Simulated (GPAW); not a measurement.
# AlN (F-43m) in GPAW: dielectric tensor with LDA

Aim: the dielectric tensor of AlN with LDA.

All numbers are computed with GPAW 26.7.0; they aren't measurements. Logs are shortened: lines on timing, memory, paths and dates and some standing lists are left out, and cuts for length are marked. The log counts tension as positive stress, the text compression.

## (1) The crystal as given

The structure is cubic, space group F-43m (No. 216). The conventional cell has a = 4.368 Å, b = 4.368 Å, c = 4.368 Å, α = 90.00°, β = 90.00°, γ = 90.00°. Al (site symmetry -43m) is surrounded by 4 N at 1.89 Å. N (site symmetry -43m) is surrounded by 4 Al at 1.89 Å.

Measurements of this composition are mostly on another form, of space group No. 186.

## (2) Dielectric tensor, LDA

run.py

```python
import numpy as np
from ase import Atoms
from ase.dft.bandgap import bandgap
from ase.io import write
from gpaw import GPAW, PW
from gpaw.response.df import DielectricFunction

atoms = Atoms(['Al', 'N'],
              cell=[[0.0, 2.1839935596, 2.1839935596],
                    [2.1839935596, 0.0, 2.1839935596],
                    [2.1839935596, 2.1839935596, 0.0]],
              scaled_positions=[[0.0, 0.0, 0.0],
                                [0.25, 0.25, 0.25]],
              pbc=True)

calc = GPAW(mode=PW(600),
            xc='LDA',
            kpts={'size': (8, 8, 8), 'gamma': True},
            occupations={'name': 'fermi-dirac', 'width': 0.001},
            nbands=11,
            convergence={'density': 1e-06},
            maxiter=150,
            txt='gpaw.txt')
atoms.calc = calc
energy = atoms.get_potential_energy()
calc.write('gs.gpw')
write('result.traj', atoms)
print(f'Energy: {energy:.6f} eV')
print('Fermi level:', round(calc.get_fermi_level(), 4), 'eV')
print(f'Gap: {bandgap(calc)[0]:.4f} eV, direct: {bandgap(calc, direct=True)[0]:.4f} eV')

for size in [(19, 19, 19), (26, 26, 26)]:
    name = 'x'.join(str(n) for n in size)
    dense = calc.fixed_density(kpts={'size': size, 'gamma': True},
                               nbands=30, convergence={'bands': 24, 'eigenstates': 1e-7},
                               update_fermi_level=True, txt=f'dense-{name}.txt')
    dense.write(f'{name}.gpw', mode='all')
    df = DielectricFunction(f'{name}.gpw', frequencies=np.array([0.0]), hilbert=False, eta=0.001,
                            ecut=80, nbands=24, intraband=False, txt=f'df-{name}.txt')
    for xc in ['RPA', 'LR0.1', 'ALDA']:
        for direction in ['x', 'y', 'z', [0, 1, 1], [1, 0, 1], [1, 1, 0]]:
            e0, e = df.get_macroscopic_dielectric_constant(xc=xc, direction=direction)
            print(f'{name} {xc} {direction}: {e0:.4f} without, {e:.4f} with local fields')
```

Potentials or basis: the program's PAW data sets (release 1.2.1) made for this functional, pw.

Launch:

```console
> OMP_NUM_THREADS=1 python run.py
```

gpaw.txt:

```text
__  _  _
 | _ |_)|_||  |
 |__||  | ||/\| - 26.7.0

Input parameters:
  mode=PW(ecut=600.0),
  convergence={'density': 1e-06},
  kpts=MonkhorstPack(size=(8, 8, 8), gamma=True),
  maxiter=150,
  nbands=11,
  occupations=Occupations(name='fermi-dirac', width=0.001),
  xc=XC(name='LDA')

Diagonalizing LCAO Hamiltonian
Converting LCAO to pw mode

           N
       Al

Atoms  # Å, Bohr magnetons
|   | symbol |        x |        y |        z |    initial magnetic moments |
|---|--------|----------|----------|----------|-----------------------------|
| 0 |     Al | 0.000000 | 0.000000 | 0.000000 | ( 0.0000,  0.0000,  0.0000) |
| 1 |      N | 1.091997 | 1.091997 | 1.091997 | ( 0.0000,  0.0000,  0.0000) |

Unit cell  # Å
| periodic |        x |        y |        z |  lengths |    angles |
|----------|----------|----------|----------|----------|-----------|
|      yes | 0.000000 | 2.183994 | 2.183994 | 3.088633 | 60.000000 |
|      yes | 2.183994 | 0.000000 | 2.183994 | 3.088633 | 60.000000 |
|      yes | 2.183994 | 2.183994 | 0.000000 | 3.088633 | 60.000000 |

Number of symmetries: 24
Symmetry operations  # r_c * U_cc + t_c -> r_c
|    | kind |            matrix            |
|----|------|------------------------------|
|  0 |  E   |  1, 0, 0,  0, 1, 0,  0, 0, 1 |
|  1 |  σ   |  1, 0, 0,  0, 0, 1,  0, 1, 0 |
|  2 |  σ   |  1, 0,-1,  0, 1,-1,  0, 0,-1 |
|  3 |  C3  |  1, 0,-1,  0, 0,-1,  0, 1,-1 |
|  4 |  C3  |  1,-1, 0,  0,-1, 1,  0,-1, 0 |
|  5 |  σ   |  1,-1, 0,  0,-1, 0,  0,-1, 1 |
|  6 |  σ   |  0, 1, 0,  1, 0, 0,  0, 0, 1 |
|  7 |  C3  |  0, 1, 0,  0, 0, 1,  1, 0, 0 |
|  8 |  C2  |  0, 1,-1,  1, 0,-1,  0, 0,-1 |
|  9 |  S4  |  0, 1,-1,  0, 0,-1,  1, 0,-1 |
| 10 |  C3  |  0, 0, 1,  1, 0, 0,  0, 1, 0 |
| 11 |  σ   |  0, 0, 1,  0, 1, 0,  1, 0, 0 |
| 12 |  S4  |  0, 0,-1,  1, 0,-1,  0, 1,-1 |
| 13 |  C3  |  0, 0,-1,  0, 1,-1,  1, 0,-1 |
| 14 |  S4  |  0,-1, 1,  1,-1, 0,  0,-1, 0 |
| 15 |  C2  |  0,-1, 1,  0,-1, 0,  1,-1, 0 |
| 16 |  C3  |  0,-1, 0,  1,-1, 0,  0,-1, 1 |
| 17 |  S4  |  0,-1, 0,  0,-1, 1,  1,-1, 0 |
| 18 |  S4  | -1, 1, 0, -1, 0, 1, -1, 0, 0 |
| 19 |  C3  | -1, 1, 0, -1, 0, 0, -1, 0, 1 |
| 20 |  C3  | -1, 0, 1, -1, 1, 0, -1, 0, 0 |
| 21 |  S4  | -1, 0, 1, -1, 0, 0, -1, 1, 0 |
| 22 |  σ   | -1, 0, 0, -1, 1, 0, -1, 0, 1 |
| 23 |  C2  | -1, 0, 0, -1, 0, 1, -1, 1, 0 |

BZ-sampling:
  Number of BZ points: 512
  Number of IBZ points: 29

  Monkhorst-Pack size: [8, 8, 8]
  Monkhorst-Pack shift: [0.0625, 0.0625, 0.0625]

K-points  # in reciprocal-cell coordinates
|     |                                coordinates |     weight |
|-----|--------------------------------------------|------------|
|   0 | (  0.00000000,   0.00000000,   0.00000000) | 0.00195312 |
|   1 | (  0.12500000,   0.12500000,   0.00000000) | 0.01171875 |
|   2 | (  0.12500000,   0.12500000,   0.12500000) | 0.01562500 |
|   3 | (  0.25000000,   0.12500000,   0.12500000) | 0.02343750 |
|   4 | (  0.25000000,   0.25000000,   0.00000000) | 0.01171875 |
|   5 | (  0.25000000,   0.25000000,   0.12500000) | 0.04687500 |
|   6 | (  0.25000000,   0.25000000,   0.25000000) | 0.01562500 |
|   7 | (  0.37500000,   0.25000000,  -0.37500000) | 0.04687500 |
|   8 | (  0.37500000,   0.25000000,   0.12500000) | 0.04687500 |
|   9 | (  0.37500000,   0.25000000,   0.25000000) | 0.04687500 |
| ... |                                            |            |
|  28 | (  0.50000000,   0.50000000,   0.50000000) | 0.00781250 |

Plane wave coefficients: 725
Cutoff: 600.0 eV

Spin-components: 1 (collinear spins)
Bands:           11
Projectors:      10
Spin-degeneracy: 2
Datatype:        complex128

Parallelization:
  kpt:    1
  domain: 1
  band:   1

Density:
  Valence electrons: 8.0
  Components: 1
  Grid points: [18 18 18]
  Charge: 0.0  # |e|

Potential:
  Grid points: [18 18 18]

species:
  Al:
    name:    Aluminium
    Z:       13.0
    valence: 3
    core:    10
    charge:  0.0  # [|e|]
    compensation charges:
      type: gauss
      rc: 0.34  # [Å]
      lmax: 2
    cutoffs:
      filter: 1.91  # [Å]
      core: 2.36  # [Å]
    projectors
    | kind |    occ | energy [eV] | rcut [Å] |
    |------|--------|-------------|----------|
    |   3s |  2.000 |      -7.830 |    1.085 |
    |   3p |  1.000 |      -2.783 |    1.085 |
    |    s |        |      19.382 |    1.085 |
    |    p |        |      24.428 |    1.085 |
    |    d |        |       0.000 |    1.085 |

    Using partial waves for Al as LCAO basis

  N:
    name:    Nitrogen
    Z:       7.0
    valence: 5
    core:    2
    charge:  0.0  # [|e|]
    compensation charges:
      type: gauss
      rc: 0.18  # [Å]
      lmax: 2
    cutoffs:
      filter: 1.11  # [Å]
      core: 0.96  # [Å]
    projectors
    | kind |    occ | energy [eV] | rcut [Å] |
    |------|--------|-------------|----------|
    |   2s |  2.000 |     -18.420 |    0.603 |
    |   2p |  3.000 |      -7.237 |    0.529 |
    |    s |        |       8.791 |    0.603 |
    |    p |        |      19.974 |    0.529 |
    |    d |        |       0.000 |    0.577 |

    Using partial waves for N as LCAO basis

Reference energy: -8049.295751  # eV

eigensolver:
  PPCG
  Converge bands: occupied
  niter=2

density mixing:
  MSR1-Mixer
  Pratt-step length: 0.05
  Maximum mixing coefficient: 0.75
  Old densities: 10
  SVD Regularization: 0.005
  Good broyden scale: 1.0
  Trust region scale: 1.0
  Backstep threshold: 4.0
  History deletion threshold: 6.0
  Fourier metric: weight=20.0, sigma=0.015

occupation numbers:
  Fermi-Dirac:
    width: 0.0010  # eV

poisson solver:
  ecut: 4800.0  # eV

xc functional:
  name: None

convergence criteria:
- Maximum integral of absolute [dens]ity change: 1e-06 electrons / valence electron
- Maximum [total energy] change in last 3 cyles: 0.0005 eV / valence electron
- Maximum integral of absolute [eigenst]ate change: 4e-08 eV^2 / valence electron
maximum number of iterations: 150

SCF iterations
|iter     | |      energy | eigst |  dens |
|---------|-|-------------|-------|-------|
|iter:   1| |  -18.282453 | -0.29 |       |
|iter:   2| |  -17.759869 | -2.24 | -0.55 |
|iter:   3| |  -16.220789 | -0.94 | -0.61 |
|iter:   4| |  -16.209104 | -3.14 | -1.26 |
|iter:   5| |  -16.207145 | -3.59 | -1.57 |
|iter:   6| |  -16.207175c| -6.03 | -2.75 |
|iter:   7| |  -16.207182c| -6.62 | -3.14 |
|iter:   8| |  -16.207182c| -7.77c| -4.49 |
|iter:   9| |  -16.207182c| -8.83c| -5.11 |
|iter:  10| |  -16.207182c| -9.81c| -6.14c|

Converged in 10 steps
Energy contributions relative to reference atoms: (reference = -8049.295751)

Energy contributions:
  Kinetic:          16.713228
  Coulomb:         -14.206133
  Zero:             -0.021658
  External:          0.000000
  Xc:              -18.692618
  Entropy:          -0.000000
  Spinorbit:         0.000000
  ----------------------------
  Free energy:     -16.207182
  Extrapolated:    -16.207182

dipole moment: (-8.664706, -8.664706, -8.664706)  # |e|*Ang

Fermi level: 6.228
Eigenvalues  # (at kpt = [0.000, 0.000, 0.000])
| band index |      eig [eV] | occ [0-2] |
|------------|---------------|-----------|
|          0 |        -9.157 |     2.000 |
|          1 |         5.693 |     2.000 |
|          2 |         5.693 |     2.000 |
|          3 |         5.693 |     2.000 |
|          4 |         9.943 |     0.000 |
|          5 |        18.050 |     0.000 |
|          6 |        18.050 |     0.000 |
|          7 |        18.050 |     0.000 |
|          8 |        23.255 |     0.000 |
|          9 |        23.259 |     0.000 |
|         10 |        24.688 |     0.000 |

Gap: 3.236 eV
Transition (v -> c):
  (s=0, k=0, n=3, [0.00, 0.00, 0.00]) -> (s=0, k=24, n=4, [0.50, 0.50, 0.00])
Direct/indirect transitions are different
Direct gap: 4.250 eV
Transition at: (s=0, k=0, n=3, [0.00, 0.00, 0.00])
# Writing to gs.gpw (mode='')
```

It took 5.4 min on 1 thread of Arm Neoverse V1, shared host; peak memory 0.72 GiB.

Results:

```
Free energy                             : -16.2072 eV
Band gap on the k mesh                  : 3.24 eV, indirect (least direct gap 4.25 eV)
Electronic dielectric tensor (diagonal) : 4.40
```

Electronic dielectric tensor:
```
4.40 0.00 0.00
0.00 4.40 0.00
0.00 0.00 4.40
```

Caveat: the long-wavelength limit can be off by a per cent or two. LDA gaps usually lie below the measured ones, often by a third to a half.
